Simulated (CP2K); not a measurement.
# BeTe in CP2K: the effect of pseudo set

BeTe:

```xyz
2
Lattice="3.9174 0.0000 0.0000 1.9587 3.3925 0.0000 1.9587 1.1308 3.1985" Properties=species:S:1:pos:R:3 pbc="T T T"
Te    5.8761    3.3925    2.3989
Be    0.0000    0.0000    0.0000
```

Alike in all runs:

| Item | Value |
| --- | --- |
| Program | CP2K 2026.2 |
| Task | band structure |
| Functional | PBE |
| Density cutoff | 11565 eV |
| k mesh | 8 × 8 × 8 |
| Occupations | fermi-dirac, width 0.05 eV |
| Spin | no spin polarisation |

```tsv
pseudo set	gap on the mesh (eV)	pressure (GPa)
PBE	2.46	5.1
PADE	?	?
BLYP	2.43	5.1
SCAN	2.54	4.3
PBE0	2.52	4.2
```

Q: What does the run with pseudo set PADE give?

A: gap on the mesh 2.65 eV; pressure 3.4 GPa.

Caveats: spin-orbit coupling is left out, which moves the levels of the heavy elements; the basis of atomic orbitals isn't converged, which shifts pressures, moduli and gaps; the potentials were made for another functional, which shifts forces and pressure (some runs).

